## Where does squeezed TiAl₃ stop pushing back?

Hold a crystal at a volume smaller than it prefers and it pushes outward; hold it at a larger one and it pulls inward. The table follows this change for a cubic, ordered form of TiAl₃ in which each titanium atom has twelve aluminium neighbours. Volume is given per atom, and the shortest distance is that between touching neighbours, the same for Ti–Al and Al–Al pairs. Pressure is positive when the cell is compressed and negative when it is held stretched.

GPAW 26.7.0 calculations with the PBEsol functional for cubic TiAl₃ (space group Pm-3m, 4 atoms per cell), without spin polarisation, at a series of fixed volumes. All runs use PAW data sets, plane waves up to 600 eV, a 7 × 7 × 7 k-point mesh and Fermi–Dirac smearing of 0.05 eV. Pressure is positive in compression.

| volume (Å³/atom) | shortest distance (Å) | pressure (GPa) |
| --- | --- | --- |
| 13.690 | 2.685 | 16.910 |
| 14.564 | 2.741 | 7.140 |
| 15.014 | 2.769 | ? |
| 15.474 | 2.797 | ? |
| 15.943 | 2.825 | -3.560 |
| 16.421 | 2.853 | -6.270 |
| 17.406 | 2.909 | -10.660 |

Two pressures are missing, both in the stretch where the sign changes. What are they, and is the cell at 15.474 Å³/atom still compressed?

### A straight line is not enough

The simplest answer joins the known neighbours of the gap by a straight line. Between 14.564 and 15.943 Å³/atom the pressure falls by 7.14 + 3.56 = 10.70 GPa over 1.379 Å³/atom, or 7.76 GPa for each Å³/atom. The cell at 15.474 lies 0.910 Å³/atom into the gap, so the line gives 7.14 − 0.910 × 7.76 = 0.08 GPa. That is so close to zero that even a slight bend in the true curve can decide the sign.

The known rows do bend. The bulk modulus, which is the pressure change per relative change of volume, averages 158 GPa over the most compressed interval and only 75 GPa over the most stretched one. The curve therefore flattens as the cell grows, and such a curve sags below a straight line drawn between two of its points.

The sag can be estimated by hand. The slope is (7.14 − 16.91)/0.874 = −11.2 GPa per Å³/atom just before the gap and (−6.27 + 3.56)/0.478 = −5.7 just after it. These slopes belong to interval midpoints about 2.055 Å³/atom apart, so the slope changes by 5.5/2.055 = 2.7 GPa per (Å³/atom)². The sag is half this rate times the distances to the two ends of the gap, ½ × 2.7 × 0.910 × 0.469 ≈ 0.6 GPa. Taken from 0.08 GPa, it leaves about −0.5 GPa: the cell should be slightly stretched.

### Why the curve bends

A gas in a cylinder shows half of the reason. At constant temperature an ideal gas becomes stiffer as it is compressed: the same step in volume is a larger fraction of what remains, and it acts on a pressure that is already higher. The likeness ends there: a gas has no attraction to hold it together, so its pressure never reaches zero at a finite volume.

In a metal, attraction and repulsion compete. Electrons confined to less space gain kinetic energy, roughly as V^(−2/3), where V is the volume. Their electrostatic and exchange attraction deepens more slowly, roughly as V^(−1/3). At one volume the two pressures cancel; on compression the repulsion pulls ahead ever faster, while on expansion both fade and the crystal softens.

This electron-gas picture gives the right direction but too little bend. With its two strengths fitted to the five known rows, it typically misses them by 0.3 GPa. It forces the bulk modulus to rise by 3 GPa for each GPa of pressure near equilibrium, and these rows ask for about 4. Theory offers a reason, which the table does not isolate: atomic cores keep the outer electrons out of part of the space, and this adds a repulsion that rises more steeply.

### The forecast

A more flexible form leaves the steepness open. Write the energy as a sum of the first three powers of V^(−2/3), and take the pressure as the rate at which energy falls with volume. The result is a sum of V^(−5/3), V^(−7/3) and V^(−3), known as the third-order Birch–Murnaghan equation. Its three constants were fitted to the five known rows, which it meets to within 0.02 GPa.

The first hidden cell should be clearly compressed, near 3.1 GPa, and the second slightly stretched, near −0.5 GPa, with zero pressure between them. The fit's own values are 3.09 and −0.45 GPa, each ± 0.06 GPa. That range is a judgement: it is several times the last printed digit and leaves room for small irregularities from the finite basis and mesh.

The withheld rows as computed:

| volume (Å³/atom) | shortest distance (Å) | pressure (GPa) |
| --- | --- | --- |
| 15.014 | 2.769 | 3.100 |
| 15.474 | 2.797 | -0.460 |

### What the hidden cells show

Both forecasts hold. The computed pressures are 3.10 and −0.46 GPa, so each miss is about 0.01 GPa, the size of the last printed digit, and needs no cause. The task was a favourable one, since both cells lie inside a smooth curve with known points on either side. The hits support the shape of the curve, not any particular account of the forces behind it.

The simpler pictures miss by far more. The straight line comes out too high by about 0.5 GPa at both cells. The two misses are alike because the cells sit about one third and two thirds of the way across the gap, where the sag is nearly equal. The electron gas is too high by 0.4 GPa at both, and puts the second cell almost exactly at zero pressure. The full output is printed below.

### How well is the resting volume known?

The fit places zero pressure at 15.41 Å³/atom, with a bulk modulus of 112 GPa there. The fit also gives the rate of softening: near this volume, each per cent of added volume takes about four per cent off the stiffness. Another metal whose repulsion and attraction each depend on volume much as they do here should soften at a similar rate, even if its bulk modulus is quite different. These values are for still atoms without thermal or zero-point motion, and for the cubic form; the stable form of TiAl₃ is tetragonal.

The same runs offer a second route to the pressure, through their energies. Across the gap, the fall of energy with volume gives a mean pressure of 1.64 GPa, while the curve fitted to the printed pressures gives 1.38 GPa. A difference of this sign is expected when the set of plane waves is finite and its cutoff stays fixed as the cell changes, though no run with a higher cutoff tests that here. It exceeds the error range of the forecasts, which concern the printed pressure only.

Following the energies would move the resting volume up by about 0.04 Å³/atom, or a quarter of a per cent. This suggests a practical rule: find zero pressure with a curved equation of state through volumes on both sides of it, then compare the pressure with the slope of the energy. Where the two disagree, raise the cutoff and see whether the difference shrinks. Until it does, the shift in volume that it implies is a fairer guide to the numerical uncertainty than the much smaller scatter of the fit. Any error of the functional comes on top.

Printed output of the fit:

```
mean bulk modulus from 13.690 to 14.564 A^3/atom, GPa: 157.9
mean bulk modulus from 14.564 to 15.943 A^3/atom, GPa: 118.3
mean bulk modulus from 15.943 to 16.421 A^3/atom, GPa: 91.74
mean bulk modulus from 16.421 to 17.406 A^3/atom, GPa: 75.36
fit of pressure on 5 rows: coefficient of v**(-5/3) -159.4 +/- 3.3, coefficient of v**(-7/3) 151.3 +/- 6.6, coefficient of v**(-3) 7.73 +/- 3.2; rms 0.0115, worst 14.564 -0.0173, leave-one-out rms 0.0529
  rows outside the fit (model, value, miss): 15.014 3.094, 3.1, -0.00594; 15.474 -0.449, -0.46, 0.011
fit of pressure on 5 rows: coefficient of v**(-5/3) 338 +/- 6.6, coefficient of v**(-4/3) -338 +/- 6.7; rms 0.335, worst 17.406 -0.462, leave-one-out rms 0.709
  rows outside the fit (model, value, miss): 15.014 3.544, 3.1, 0.444; 15.474 -0.01286, -0.46, 0.447
upper bound (chord) at 15.014 A^3/atom, GPa: 3.648
upper bound (chord) at 15.474 A^3/atom, GPa: 0.07909
lower bound (outer secants) at 15.014 A^3/atom, GPa: 2.11
lower bound (outer secants) at 15.474 A^3/atom, GPa: -0.901
forecast (Birch-Murnaghan) at 15.014 A^3/atom, GPa: 3.094
forecast (Birch-Murnaghan) at 15.474 A^3/atom, GPa: -0.449
error bar of each forecast, plus or minus GPa: 0.06
zero-pressure volume of the fit, A^3/atom: 15.41
bulk modulus at zero pressure, GPa: 112.2
pressure derivative of the bulk modulus, no unit: 4.062
mean pressure across the gap from energies, GPa: 1.643
mean pressure across the gap from the stress fit, GPa: 1.383
shift of zero-pressure volume if energies are followed, A^3/atom: 0.03573
chord less computed pressure at 15.014 A^3/atom, GPa: 0.5483
chord less computed pressure at 15.474 A^3/atom, GPa: 0.5391
```
